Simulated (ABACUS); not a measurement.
# Ir (Fm-3m) in ABACUS: further runs

One crystal, Ir, is run at these levels: PBE; tasks: single point.

All numbers are computed with ABACUS 3.10.1; they aren't measurements. Logs are shortened: lines on timing, memory, paths and dates and some standing lists are left out, and cuts for length are marked.

## Step 1: The crystal as given

It takes space group Fm-3m (No. 225, cubic). Conventional cell: a = 3.831 Å, b = 3.831 Å, c = 3.831 Å, α = 90.00°, β = 90.00°, γ = 90.00°. Around Ir (site symmetry m-3m) lie 12 Ir at 2.71 Å.

## Step 2: Single point, PBE, spin-orbit coupling, no magnetisation

INPUT reads:

```
INPUT_PARAMETERS
suffix              Ir
calculation         scf
basis_type          lcao
pseudo_dir          ./
orbital_dir         ./
latname             fcc
symmetry            0
dft_functional      pbe
ecutwfc             100
pseudo_rcut         10
nspin               4
nbands              38
ks_solver           genelpa
smearing_method     fd
smearing_sigma      0.00367493
scf_thr             1e-07
scf_nmax            100
mixing_type         broyden
mixing_beta         0.4
cal_force           1
cal_stress          1
noncolin            0
lspinorb            1
out_mul             1
out_chg             1
```

STRU reads:

```
ATOMIC_SPECIES
Ir 192.2170 Ir.upf

NUMERICAL_ORBITAL
Ir_confined-atom_7au_3s2p2d1f.orb

LATTICE_CONSTANT
7.2399187287

ATOMIC_POSITIONS
Direct

Ir
0.0
1
0.0000000000 0.0000000000 0.0000000000 1 1 1
```

KPT reads:

```
K_POINTS
0
Gamma
8 8 8 0 0 0
```

Potentials or basis: PseudoDojo NC FR 0.4 PBE stringent, DZP LCAO (the cutoffs set its grid).

Run with:

```console
OMP_NUM_THREADS=1 mpirun -np 4 abacus > log
```

running log:

```text
ABACUS v3.10.1

               Atomic-orbital Based Ab-initio Computation at UStc

 ------------------------------------------------------------------------------------

 READING GENERAL INFORMATION
                           global_out_dir = OUT.Ir/
                           global_in_card = INPUT
                               pseudo_dir = ./
                              orbital_dir = ./
                                    DSIZE = 4
                                    GSIZE = 1

 READING UNITCELL INFORMATION
                                    ntype = 1
                  lattice constant (Bohr) = 7.23992
              lattice constant (Angstrom) = 3.8312

 READING ATOM TYPE 1
                               atom label = Ir
                      L=0, number of zeta = 3
                      L=1, number of zeta = 2
                      L=2, number of zeta = 2
                      L=3, number of zeta = 1
             number of atom for this type = 1
               magnetization of element 1 = [ 0, 0, 0 ]

                        TOTAL ATOM NUMBER = 1
DIRECT COORDINATES
    atom                   x                   y                   z     mag                  vx                  vy                  vz
taud_Ir1            0.0000000000        0.0000000000        0.0000000000  0.0000        0.0000000000        0.0000000000        0.0000000000

                          Volume (Bohr^3) = 94.8727
                             Volume (A^3) = 14.0587

 Lattice vectors: (Cartesian coordinate: in unit of a_0)
                 -0.5                  +0                +0.5
                   +0                +0.5                +0.5
                 -0.5                +0.5                  +0
 Reciprocal vectors: (Cartesian coordinate: in unit of 2 pi/a_0)
                   -1                  -1                  +1
                   +1                  +1                  +1
                   -1                  +1                  -1
 The esolver type has been set to : ksdft_lcao

                PAO radial cut off (Bohr) = 10

 Read in pseudopotential file is Ir.upf
                     pseudopotential type = NC
          exchange-correlation functional = PBE
                 nonlocal core correction = 1
                        valence electrons = 17
[... 161 lines left out ...]
                                ParaV.nnr = 168324
                                 init_chg = atomic

 LCAO ALGORITHM --------------- ION=   1  ELEC=   1--------------------------------
total magnetism (Bohr mag/cell)	-1.13137e-15	5.34525e-16	1.29133e-15
       absolute magnetism (Bohr mag/cell) = 3.69796e-15

 Density error is 0.0306094385041
----------------------------------------------------------
     Energy           Rydberg                 eV
----------------------------------------------------------
 E_KohnSham     -230.5414351737      -3136.6771434596
 E_Harris       -231.5288810841      -3150.1120343086
 E_Fermi        1.9549696564         26.5987267436
----------------------------------------------------------
[... 83 lines left out ...]
 Density error is 6.2864248643e-08
----------------------------------------------------------
     Energy           Rydberg                 eV
----------------------------------------------------------
 E_KohnSham     -230.5421901607      -3136.6874155852
 E_KS(sigma->0) -230.5415481581      -3136.6786806922
 E_Harris       -230.5421889621      -3136.6873992774
 E_band         -5.9321097583        -80.7104938745
 E_one_elec     -32.6204742769       -443.8243216289
 E_Hartree      28.9559943072        393.9665138339
 E_xc           -43.8598497475       -596.7438699895
 E_Ewald        -183.0165764384      -2490.0682680147
 E_entropy(-TS) -0.0012840051        -0.0174697861
 E_descf        0.0000000000         0.0000000000
 E_exx          0.0000000000         0.0000000000
 E_Fermi        1.9255802763         26.1988637137
----------------------------------------------------------

 charge density convergence is achieved
 final etot is -3136.6874156 eV
 EFERMI = 26.198863714 eV

 STATE ENERGY(eV) AND OCCUPATIONS    NSPIN == 4
 1/512 kpoint (Cartesian) = 0.0000 0.0000 0.0000 (411 pws)
       1       -66.7392     0.00195312
       2       -66.7392     0.00195312
       3       -32.6485     0.00195312
       4       -32.6485     0.00195312
       5       -19.4022     0.00195312
       6       -19.4022     0.00195312
[... 230 lines left out ...]
      37        67.0825        0.00000
      38        67.0825        0.00000

[... levels at 506 further k points ...]

-------------------------------------------------------------------------------------------
       Total Magnetism (uB)                    x                    y                    z
-------------------------------------------------------------------------------------------
                        Ir1         0.0000000000         0.0000000000         0.0000000000
-------------------------------------------------------------------------------------------

-------------------------------------------------------------------------------------------
       Total Magnetism (uB)       Magnitude (uB)       Polar (degree)     Azimuth (degree)
-------------------------------------------------------------------------------------------
                        Ir1         0.0000000000                 -nan         0.0000000000
-------------------------------------------------------------------------------------------

 correction force for each atom along direction 1 is 5.44507e-14
 correction force for each atom along direction 2 is 4.66382e-14
 correction force for each atom along direction 3 is -1.68267e-15
------------------------------------------------------------------------------------------
 TOTAL-FORCE (eV/Angstrom)
------------------------------------------------------------------------------------------
                       Ir1         0.0000000000         0.0000000000         0.0000000000
------------------------------------------------------------------------------------------

----------------------------------------------------------------
 TOTAL-STRESS (KBAR)
----------------------------------------------------------------
        99.1248753501         0.0000000000        -0.0000000006
         0.0000000000        99.1248753505         0.0000000000
        -0.0000000006         0.0000000000        99.1248753501
----------------------------------------------------------------
 TOTAL-PRESSURE: 99.124875 KBAR

 --------------------------------------------
 !FINAL_ETOT_IS -3136.6874155852128752 eV
 --------------------------------------------
```

stdout:

```text
ABACUS v3.10.1

               Atomic-orbital Based Ab-initio Computation at UStc
4,Local thread limit: 192

[... 35 lines left out ...]
 TOTAL-STRESS (KBAR)
----------------------------------------------------------------
        99.1248753501         0.0000000000        -0.0000000006
         0.0000000000        99.1248753505         0.0000000000
        -0.0000000006         0.0000000000        99.1248753501
----------------------------------------------------------------
 TOTAL-PRESSURE: 99.124875 KBAR
```

It took 18 s on 4 MPI ranks of Intel Xeon 6975P-C (Granite Rapids), shared host; peak memory 0.88 GiB.

What came out:

| Property | Result |
| --- | --- |
| Free energy | -3136.6874 eV |
| Pressure | 9.9 GPa |
| Band gap on the k mesh | none (metal or under the smearing width) |

Caveat: the atomic orbitals were generated for these runs and aren't a published set; the basis of atomic orbitals isn't converged, which shifts pressures, moduli and gaps.

## Step 3: Single point, PBE

INPUT reads:

```
INPUT_PARAMETERS
suffix              Ir
calculation         scf
basis_type          lcao
pseudo_dir          ./
orbital_dir         ./
symmetry            1
dft_functional      pbe
ecutwfc             100
pseudo_rcut         10
nspin               1
nbands              13
ks_solver           genelpa
smearing_method     fd
smearing_sigma      0.00367493
scf_thr             1e-07
scf_nmax            100
mixing_type         broyden
mixing_beta         0.7
cal_force           1
cal_stress          1
out_mul             1
```

Changes to STRU since step 2:

```diff
@@ -7,3 +7,8 @@
 LATTICE_CONSTANT
-7.2399187287
+1.8897261246
+
+LATTICE_VECTORS
+0.0000000000 1.9156000000 1.9156000000
+1.9156000000 0.0000000000 1.9156000000
+1.9156000000 1.9156000000 0.0000000000
```

KPT reads:

```
K_POINTS
0
Gamma
12 12 12 0 0 0
```

Potentials or basis: PseudoDojo NC SR 0.4.1 PBE standard, DZP LCAO (the cutoffs set its grid).

Run with:

```console
OMP_NUM_THREADS=1 mpirun -np 4 abacus > log
```

Run time: 3.4 s. Hardware: 4 MPI ranks of INTEL XEON PLATINUM 8581C at 2.30GHz (Emerald Rapids), shared host; peak memory 0.36 GiB.

It converged, with:

| Item | Value |
| --- | --- |
| Free energy | -3133.5605 eV |
| Pressure | 12.4 GPa |
| Band gap on the k mesh | none (metal or under the smearing width) |

Levels at points of the mesh, in eV from the Fermi level:
| k point | band 4 | band 5 | band 6 | band 7 | band 8 | band 9 | band 10 | band 11 | band 12 | band 13 |
| --- | --- | --- | --- | --- | --- | --- | --- | --- | --- | --- |
| (0.00, 0.00, 0.00) | -49.46 | -11.23 | -3.94 | -3.94 | -3.94 | -1.23 | -1.23 | 13.55 | 19.19 | 19.19 |
| (0.50, 0.50, 0.50) | -49.58 | -8.22 | -4.05 | -4.05 | -0.84 | 0.88 | 0.88 | 7.31 | 13.32 | 19.12 |
| (0.50, 0.50, 0.00) | -49.76 | -8.04 | -7.46 | 0.85 | 1.47 | 1.47 | 1.63 | 10.57 | 11.46 | 11.46 |

Caveat: the atomic orbitals were generated for these runs and aren't a published set; the basis of atomic orbitals isn't converged, which shifts pressures, moduli and gaps.

[end of part 1 of 2]
